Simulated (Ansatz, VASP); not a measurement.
# AlN in VASP and in Ansatz

The input INCAR:

```
SYSTEM = AlN
ALGO     = Normal         ! electronic algorithm
EDIFF    = 1E-6           ! SCF threshold, eV
EDIFFG   = -0.01          ! ionic threshold
ENCUT    = 600            ! plane-wave cutoff, eV
GGA      = PE             ! functional
IBRION   = 2              ! ionic algorithm
ISIF     = 3              ! what is computed and relaxed
ISMEAR   = 0              ! smearing method
LASPH    = .True.         ! aspherical terms in the spheres
LCHARG   = .False.        ! write CHGCAR
LREAL    = .False.        ! projectors in reciprocal space
LWAVE    = .False.        ! write WAVECAR
NELM     = 60             ! most SCF steps
NSW      = 100            ! ionic steps
PREC     = Accurate       ! precision mode
SIGMA    = 0.02           ! smearing width, eV
```

The input KPOINTS:

```
k-points
0
Gamma
  10 10 10
  0 0 0
```

Contents of POSCAR:

```
AlN
1.0
    0.0000000000      2.2007877462      2.2007877462
    2.2007877462      0.0000000000      2.2007877462
    2.2007877462      2.2007877462      0.0000000000
Al N
1 1
Direct
    0.0000000000      0.0000000000      0.0000000000
    0.7500000000      0.7500000000      0.7500000000
```

Input for Ansatz:

```yaml
crystal:
  lattice:
    - [0.0, 2.2007877462, 2.2007877462]
    - [2.2007877462, 0.0, 2.2007877462]
    - [2.2007877462, 2.2007877462, 0.0]
  atoms:
    - { symbol: Al, position: [0.0, 0.0, 0.0] }
    - { symbol: "N", position: [0.75, 0.75, 0.75] }
basis:
  ecutwfc: 420
kpoints:
  mp_grid: { grid: [10, 10, 10] }
hamiltonian:
  xc: pbe
scf:
  occupations: { method: gaussian, width: 0.02 }
output:
  forces: true
  stress: true
  eigenvalues: true
  write_density: true
  write_potential: true
  elf: true
  volumetric_format: npy
relax:
  adjacent_minimum: "off"
  f_tol: 0.01
  max_steps: 80
  cell: { stress_tol: 0.05 }
```

Alike in both runs: task relaxation of cell and atoms; functional PBE; k mesh 10 × 10 × 10; occupations gaussian, width 0.02 eV; no spin polarisation.

|  | VASP | Ansatz |
| --- | --- | --- |
| version | VASP 6.6.1 | Ansatz 0.2.0 |
| potentials or method | VASP PAW PBE potentials, release 64 (Al, N) | scalar-relativistic, plane waves, PAW |
| plane-wave cutoff (eV) | 600 | 420 |
| valence electrons in the cell | 8 | 8 |

VASP gave:

```
gap on the k mesh at the Fermi level, each at its own relaxed structure (eV) : 3.31
relaxed volume (Å³/atom)                                                     : 10.65
relaxed cell length with the largest relative difference (Å)                 : 3.111
```

What did Ansatz give for the same quantities?

gap on the k mesh at the Fermi level, each at its own relaxed structure (eV): 3.31; relaxed volume (Å³/atom): 10.67; relaxed cell length with the largest relative difference (Å): 3.114.

A k mesh can miss the band edges. Expect the measured gap to be larger: semilocal functionals such as PBE lack the derivative discontinuity.
